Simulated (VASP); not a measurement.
Here is a VASP 6.6.1 calculation.

The input INCAR:

```
SYSTEM = Ta2N
PREC = Accurate
ENCUT = 520
EDIFF = 1E-7
ISMEAR = -1
SIGMA = 0.05
LREAL = .FALSE.
LASPH = .TRUE.
NELM = 60
ALGO = Normal
ISIF = 2
LWAVE = .FALSE.
LCHARG = .FALSE.
GGA = PE
NBANDS = 20
```

Contents of KPOINTS:

```
regular mesh
0
G
  10 10 6
  0 0 0
```

The input POSCAR:

```
Ta2N
1.0
    3.1128615060      0.0000000000      0.0000000000
   -1.5564307530      2.6958171426      0.0000000000
    0.0000000000      0.0000000000      4.8698410000
Ta N
2 1
Direct
    0.3333333333      0.6666666667      0.2547110000
    0.6666666667      0.3333333333      0.7452890000
    0.0000000000      0.0000000000      0.0000000000
```

Potentials or basis: VASP PAW PBE potentials, release 64 (Ta_pv, N).

Launch:

```bash
$ cat potpaw_PBE.64/Ta_pv/POTCAR potpaw_PBE.64/N/POTCAR > POTCAR
$ mpirun -np 1 vasp_std > vasp.out
```

Problem. What does it give for the band gap on the k mesh?

Solution. None (metal or under the smearing width).

Problem. What does it give for the pressure?

Solution. -0.8 GPa.

Problem. Predict the largest force.

Solution. 0.027 eV/Å.

Stress tensor (GPa, compression positive):
```
-1.25  0.00  0.00
 0.00 -1.25  0.00
 0.00  0.00 -0.05
```

Spin-orbit coupling is left out, which matters for the levels of Ta.
